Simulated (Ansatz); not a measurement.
# SnO2: how the settings move a calculation

How sensitive is a calculation of SnO2 to its settings? A reference run comes first, then one run with altered input.

Program: Ansatz 0.2.0. Level of theory: reference: DFT PBE, scalar-relativistic, plane waves, PAW. These are calculated values, not measurements.

3 further runs of the same task are left out: 3 set aside as unsound or not needed.

## Step 1: The structure to begin with

It takes space group P4_2/mnm (No. 136, tetragonal). The conventional cell has a = 4.765 Å, b = 4.765 Å, c = 3.207 Å, α = 90.00°, β = 90.00°, γ = 90.00°. Around Sn (site symmetry mmm) lie 6 O at 2.06 to 2.07 Å. O (site symmetry m2m) is surrounded by 3 Sn at 2.06 to 2.07 Å.

As a file:

```xyz
6
Lattice="4.7648 0.0000 0.0000 0.0000 4.7648 0.0000 0.0000 0.0000 3.2075" Properties=species:S:1:pos:R:3 pbc="T T T"
Sn    2.3824    2.3824    1.6037
Sn    0.0000    0.0000    0.0000
O     0.9245    3.8403    1.6037
O     3.8403    0.9245    1.6037
O     1.4579    1.4579    0.0000
O     3.3069    3.3069    0.0000
```

## Step 2: Baseline

Contents of input.yaml:

```yaml
crystal:
  lattice:
    - [4.764818045, 0.0, 0.0]
    - [0.0, 4.764818045, 0.0]
    - [0.0, 0.0, 3.20749977]
  atoms:
    - { symbol: Sn, position: [0.5, 0.5, 0.5] }
    - { symbol: Sn, position: [0.0, 0.0, 0.0] }
    - { symbol: O, position: [0.1940277, 0.8059723, 0.5] }
    - { symbol: O, position: [0.8059723, 0.1940277, 0.5] }
    - { symbol: O, position: [0.3059723, 0.3059723, 0.0] }
    - { symbol: O, position: [0.6940277, 0.6940277, 0.0] }
basis:
  ecutwfc: 420
kpoints:
  mp_grid: { grid: [6, 6, 8] }
hamiltonian:
  xc: pbe
scf:
  occupations: { method: gaussian, width: 0.02 }
output:
  forces: true
  stress: true
  eigenvalues: true
relax:
  adjacent_minimum: "off"
  f_tol: 0.005
  max_steps: 80
  cell: { stress_tol: 0.05 }
```

The run is started by

```console
> ansatz run input.yaml --threads 8 --pin off --max-ram 16384MiB --backend cpu --events-out ev --progress --plain --runs-dir out
```

From the output:

```text
[...]
Basis set: ecut = 420 eV, 1435 PW (Γ), exchange–correlation on 64×64×48 points (8 copies of the dense FFT grid, shifted against one another)
[...]
k-points: 50 of 288
[...]
SCF iter   1: F=—  HF=-14317.914109 eV  |F-HF|=—  |Δ(HF+E_count)|=         —  Δρ=1.12e-3  dr2=3.39e-4  ethr=1.77e-3  ⟨swp⟩=6.3  Hψ=7100  notcnv=0
preconditioner: auto → Resta (q_TF=auto, 2.579 Å⁻¹)  ε∞=3.6  [insulator: Δε(μ)=1.049 eV  Ē_g=19.585 eV  σ=0.020 eV  W_gap=1.00  n_scr=18 (ndim 8)  ℏωp=31.4 eV  f_vac=0.030  D(μ)=0.00/eV (n_scr^D=0)  ε∞_Penn≈3.6]
SCF iter   2: F=—  HF=-14317.915731 eV  |F-HF|=—  |Δ(HF+E_count)|=   1.62e-3  Δρ=5.82e-4  dr2=8.44e-5  ethr=6.52e-7  ⟨swp⟩=2.6  Hψ=3535  notcnv=0  defer=39
[...]
relax step   1: F+E_penalty+E_count = -14317.91602729 eV  Δ(F+E_penalty+E_count) = +0.000e0 eV  max|allowed force component| = 1.810e-2 eV/Å  Δτ_max = 0.0000 Å  P = +6.791 GPa  Ω = 72.821 Å³  (6 SCF iters, dr2 threshold 1.00e-7 eV, accepted)
[...]
Basis set: ecut = 420 eV, 1463 PW (Γ), exchange–correlation on 64×64×48 points (8 copies of the dense FFT grid, shifted against one another)
[...]
relax step   2: F+E_penalty+E_count = -14317.95422963 eV  Δ(F+E_penalty+E_count) = -3.820e-2 eV  max|allowed force component| = 2.838e-2 eV/Å  Δτ_max = 0.0018 Å  P = +0.183 GPa  Ω = 75.200 Å³  energy of the carried Pulay correction = -1.216e-2 eV  (6 SCF iters
[...]
relax step   3: F+E_penalty+E_count = -14317.95402734 eV  Δ(F+E_penalty+E_count) = +2.023e-4 eV  max|allowed force component| = 1.721e-2 eV/Å  Δτ_max = 0.0009 Å  P = -0.001 GPa  Ω = 75.294 Å³  energy of the carried Pulay correction = -1.264e-2 eV  (4 SCF iters
[...]
relax step   4: F+E_penalty+E_count = -14317.95398855 eV  Δ(F+E_penalty+E_count) = +3.879e-5 eV  max|allowed force component| = 1.279e-2 eV/Å  Δτ_max = 0.0021 Å  P = +0.029 GPa  Ω = 75.314 Å³  energy of the carried Pulay correction = -1.273e-2 eV  (4 SCF iters
[...]
relax step   5: F+E_penalty+E_count = -14317.95395411 eV  Δ(F+E_penalty+E_count) = +3.444e-5 eV  max|allowed force component| = 8.754e-4 eV/Å  Δτ_max = 0.0010 Å  P = -0.005 GPa  Ω = 75.329 Å³  energy of the carried Pulay correction = -1.281e-2 eV  (5 SCF iters
Basis set: ecut = 420 eV, 1463 PW (Γ), exchange–correlation on 72×72×48 points (8 copies of the dense FFT grid, shifted against one another)
[...]
relax step   6: F+E_penalty+E_count = -14317.96908972 eV  Δ(F+E_penalty+E_count) = -1.514e-2 eV  max|allowed force component| = 1.422e-3 eV/Å  Δτ_max = 0.0000 Å  P = +0.294 GPa  Ω = 75.329 Å³  stress off target by 3.03e-1 GPa  SCF on the basis re-selected at t
[...]
Basis set: ecut = 420 eV, 1495 PW (Γ), exchange–correlation on 72×72×48 points (8 copies of the dense FFT grid, shifted against one another)
[...]
SCF iter   5: F=-14317.969276 eV  HF=-14317.969276 eV  |F-HF|=1.80e-10  |Δ(HF+E_count)|=   2.18e-8  Δρ=1.89e-7  dr2=9.17e-12  ethr=1.00e-12  ⟨swp⟩=3.7  Hψ=6836  notcnv=0
[...]
relax step   8: F+E_penalty+E_count = -14317.96927595 eV  Δ(F+E_penalty+E_count) = -7.045e-4 eV  max|allowed force component| = 6.399e-5 eV/Å  Δτ_max = 0.0000 Å  P = +0.020 GPa  Ω = 75.455 Å³  stress off target by 2.35e-2 GPa  SCF on the basis re-selected at t
[...]
SCF converged after 5 iterations
Free energy (F): -14317.969276 eV
[...]
E sigma→0 (E₀):  -14317.969276 eV
Fermi energy:    9.084021 eV
[...]
  P = ⅓ Tr σ = 0.0196 GPa (0.196 kbar)
[...]
--- Relaxed structure (6 steps of the walk, 6 accepted, 2 SCFs on fresh bases) ---
[...]
```

Wall time 6.1 s (8 threads of Arm Neoverse V2, shared host); peak memory 0.52 GiB.

## Step 3: Changing settings: basis.precision f64, dispersion d3bj, eigensolver.kind davidson

Contents of input.yaml:

```yaml
crystal:
  lattice:
    - [4.8271903401, 0.0, 0.0]
    - [0.0, 4.8271903401, 0.0]
    - [0.0, 0.0, 3.238152254]
  atoms:
    - { symbol: Sn, position: [0.5, 0.5, 0.5] }
    - { symbol: Sn, position: [0.0, 0.0, 0.0] }
    - { symbol: O, position: [0.1934234765, 0.8065765235, 0.5] }
    - { symbol: O, position: [0.8065765235, 0.1934234765, 0.5] }
    - { symbol: O, position: [0.3065765235, 0.3065765235, 0.0] }
    - { symbol: O, position: [0.6934234765, 0.6934234765, 0.0] }
basis:
  ecutwfc: 420
  precision: f64
kpoints:
  mp_grid: { grid: [6, 6, 8] }
hamiltonian:
  xc: pbe
  dispersion: d3bj
scf:
  occupations: { method: gaussian, width: 0.02 }
  eigensolver: { kind: davidson }
output:
  forces: true
  eigenvalues: true
  stress: true
```

The run is started by

```console
> ansatz run input.yaml --threads 8 --pin off --max-ram 16384MiB --backend cpu --events-out ev --progress --plain --runs-dir out
```

Output:

```text
Warning: RAYON_NUM_THREADS=8 ignored (pool sized by the plan → 8); use --threads N
Engine: ansatz 0.2.0, aarch64-unknown-linux-gnu
Pseudopotentials: kind: paw
Pseudopotential: Sn, paw, valence charge 14, recommended cutoff 420 eV (normal), Sn.paw.azcp
Pseudopotential: O, paw, valence charge 6, recommended cutoff 420 eV (normal), O.paw.azcp
Functional definition: PBE
  parameter kappa = 0.804
  parameter beta = 0.06672455060314922
  exchange = pbe_x(kappa = kappa, mu = beta*pi^2/3)
  correlation = pbe_c(beta = beta)
Crystal: 6 atoms, lattice volume = 75.455 Å³
Basis set: ecut = 420 eV, 1495 PW (Γ), exchange–correlation on 72×72×48 points (8 copies of the dense FFT grid, shifted against one another)
Bands: 32, of which v1, the nominal top of the filled ones, is band 26 counted from 1 (25 counted from 0)
Symmetry: 16 space group operations
Space group: P42/mnm (ITA 136), of the structure as read, at distance tolerance 4.2e-5 Å
k-points: 50 of 288
Non-local potential: Sn, projectors of the file, l = 0: 2, l = 1: 2, l = 2: 2, l = 3: 2
Non-local potential: O, projectors of the file, l = 0: 2, l = 1: 2, l = 2: 1
PAW form: soft (Blöchl's): semilocal exchange-correlation on the pseudo side does not see the compensation charge
PAW one-centre angular grid: Sn, 590 points (default); XC on 64 Gauss nodes
PAW one-centre angular grid: O, 110 points (default); XC on 64 Gauss nodes
Initial density: superposition of atomic densities (neutral atoms: chi_scale 0, normalization atom), corrected by the library's trained network
Initial wavefunctions: pseudopotential atomic-orbital guess
Functional: x = pbe(κ = 0.804, μ = 0.2195149727645171), c = pbe(β = 0.06672455060314922)
SCF iter   1: F=—  HF=-14319.234090 eV  |F-HF|=—  |Δ(HF+E_count)|=         —  Δρ=1.31e-3  dr2=5.77e-4  ethr=1.77e-3  ⟨swp⟩=6.4  Hψ=7125  notcnv=0
preconditioner: auto → Resta (q_TF=auto, 2.564 Å⁻¹)  ε∞=3.6  [insulator: Δε(μ)=0.683 eV  Ē_g=19.261 eV  σ=0.020 eV  W_gap=1.00  n_scr=18 (ndim 8)  ℏωp=30.8 eV  f_vac=0.036  D(μ)=0.00/eV (n_scr^D=0)  ε∞_Penn≈3.6]
SCF iter   2: F=—  HF=-14319.236759 eV  |F-HF|=—  |Δ(HF+E_count)|=   2.67e-3  Δρ=6.90e-4  dr2=1.33e-4  ethr=1.11e-6  ⟨swp⟩=6.7  Hψ=6677  notcnv=1  defer=47
SCF iter   3: F=—  HF=-14319.236982 eV  |F-HF|=—  |Δ(HF+E_count)|=   2.23e-4  Δρ=3.26e-4  dr2=3.94e-5  ethr=2.57e-7  ⟨swp⟩=2.7  Hψ=2895  notcnv=0
automatic band count: iteration 3 solves 30 bands in place of 32: the levels show a gap, and the empty bands left out lie too high to hold charge; the band table lists the bands solved (type scf.n_extra_bands for more)
SCF iter   4: F=—  HF=-14319.237006 eV  |F-HF|=—  |Δ(HF+E_count)|=   2.36e-5  Δρ=8.15e-5  dr2=4.31e-6  ethr=7.58e-8  ⟨swp⟩=3.9  Hψ=3478  notcnv=0
iter 5 solved again at ethr=3.38e-10 eV; its pass at ethr=8.28e-9 eV (dr2=1.76e-7 eV) is discarded
SCF iter   5: F=—  HF=-14319.237006 eV  |F-HF|=—  |Δ(HF+E_count)|=   4.48e-7  Δρ=1.78e-5  dr2=1.47e-7  ethr=3.38e-10  ⟨swp⟩=3.9  Hψ=7197  notcnv=0
eigensolver tolerance schedule: the retry pair's looser diagonalisation over-reported the residual by 0.19 of it (diagonalisation noise at 0.20 of the residual, at the tolerance the schedule requests for it); recorded, not acted on — ethr = c·dr2/N_el stays at c = 1.0e-1
SCF iter   6: F=-14319.237006 eV  HF=-14319.237006 eV  |F-HF|=3.82e-8  |Δ(HF+E_count)|=   1.61e-7  Δρ=1.01e-5  dr2=6.04e-8  ethr=2.84e-10  ⟨swp⟩=4.0  Hψ=4445  notcnv=0
SCF 1 converged in 6 iterations: F = -14319.237006 eV  dr2 = 6.04e-8
  Residual-converged pass: ⟨swp⟩=3.4  Hψ=3279  notcnv=0  max |occ|·‖R‖ = 6.7e-6 eV (tolerance 6.7e-6 eV)  dr2=6.29e-8  dr2_onsite=3.76e-9  max |Δocc| = 3.4e-132
SCF converged after 6 iterations
Free energy (F): -14319.237006 eV
Harris-Foulkes:  -14319.237006 eV  (|F-HF|=3.82e-8)
Internal energy: -14319.237006 eV  (E = F + TS)
E sigma→0 (E₀):  -14319.237006 eV
Fermi energy:    9.083956 eV
--- Per-component energies (eV) ---
  E_band       = -154.646720
  E_kinetic    = 1078.006067
  E_local      = -2963.329165  (includes V_loc(G=0)·N_el)
  E_nonlocal   = 133.839844
  E_hartree    = 1523.874112
  E_xc         = -1053.242173
  E_vxc        = -561.657752  (∫ρ·V_xc dr)
  E_paw        = -8928.357978  (= ΣΔE_a)
  E_vpaw       = -889.258460  (= ΣTr[D̂ρ^β])
  E_aug_tail   = 0.009863  (compensation charges beyond the density's cutoff)
  E_ewald      = -4108.769847
  E_disp       = -1.267730  (pairwise vdW)
  E_smearing   = -0.000000  (= −TS)
  E_closure    = 0.000000  (closes the sum)
  Σ components = -14319.237006   (vs F -14319.237006, Δ=0.00e0)
--- Forces (eV/Å), atoms counted from 1 ---
  atom   1  Sn     0.00000000     0.00000000     0.00000000
  atom   2  Sn     0.00000000    -0.00000000     0.00000000
  atom   3  O      0.00361225    -0.00361225     0.00000000
  atom   4  O     -0.00361225     0.00361225     0.00000000
  atom   5  O     -0.00361225    -0.00361225     0.00000000
  atom   6  O      0.00361225     0.00361225     0.00000000
  max |Σ_I F_I| component: 2.60e-18 eV/Å
--- Stress (GPa, compression-positive) ---
       -2.802387       0.000000       0.000000
        0.000000      -2.802387       0.000000
        0.000000       0.000000      -2.735731
  P = ⅓ Tr σ = -2.7802 GPa (-27.802 kbar)
--- Band table (eV; the first three rows and the last of 50) ---
  k-point 0: bands = ["-12.2960", "-11.6380", "-11.4378", "-11.4119", "-11.4119", "-11.3392", "-11.3128", "-11.2439", "-11.2118", "-11.2118", "-9.9082", "-8.1972", "-8.1972", "-6.6797", "0.7851", "4.8512", "4.8512", "4.9730", "5.8420", "6.7641", "6.7762", "7.4937", "7.4937", "8.0072", "8.0072", "8.7432", "9.4247", "14.4485", "14.8229", "14.8229"]
  k-point 1: bands = ["-12.2308", "-11.5693", "-11.5314", "-11.5314", "-11.4141", "-11.3487", "-11.3078", "-11.2442", "-11.2284", "-11.2284", "-9.8234", "-7.9926", "-7.9926", "-6.7823", "0.7852", "4.8373", "4.9854", "4.9854", "5.7552", "5.9407", "6.6312", "6.9593", "6.9593", "8.0307", "8.0307", "8.6253", "10.4367", "14.7253", "15.4455", "15.4455"]
  k-point 2: bands = ["-12.0604", "-11.7843", "-11.7843", "-11.4585", "-11.3504", "-11.3435", "-11.2947", "-11.2610", "-11.2610", "-11.2461", "-9.5420", "-7.5311", "-7.5311", "-7.1042", "0.8343", "4.1796", "4.6441", "5.3019", "5.3019", "6.0038", "6.0038", "6.1988", "6.2275", "7.9360", "7.9360", "8.2901", "12.0205", "15.1108", "16.8208", "16.8208"]
  k-point 49: bands = ["-12.0893", "-12.0893", "-11.6668", "-11.6668", "-11.3055", "-11.3055", "-11.2578", "-11.2578", "-11.2150", "-11.2150", "-8.1954", "-8.1954", "-6.9832", "-6.9832", "1.0088", "1.0088", "3.9736", "3.9736", "6.2376", "6.2376", "6.3183", "6.3183", "7.8289", "7.8289", "7.9655", "7.9655", "13.1081", "13.1081", "17.3702", "17.3702"]
```

Wall time 1.8 s (8 threads of Arm Neoverse V2, shared host); peak memory 0.47 GiB.

Changing the arithmetic precision, dispersion term and solver moves the energy by -211.3 meV/atom, and the pressure goes from 0.0 to -2.8 GPa. The dispersion term adds attraction between atoms and pulls the pressure down.

## Step 4: Side by side

```
                                                               run     ending                                     energy change  pressure (GPa)  gap (eV)  force (eV/Å)  cycles   time
                                                         reference  converged                                                 0             0.0      0.68          0.00       -  6.1 s
1: basis.precision f64, dispersion d3bj, eigensolver.kind davidson  converged  -211.3 meV/atom (offset of the dispersion model)            -2.8      0.68          0.01       6  1.8 s
```

**Reading.** Changing the arithmetic precision, dispersion term and solver moves the energy by -211.3 meV/atom, and the pressure goes from 0.0 to -2.8 GPa. The dispersion term adds attraction between atoms and pulls the pressure down.

The gaps are Kohn-Sham values of a semilocal functional, not quasiparticle or optical gaps. Such gaps usually fall short of the measured ones.
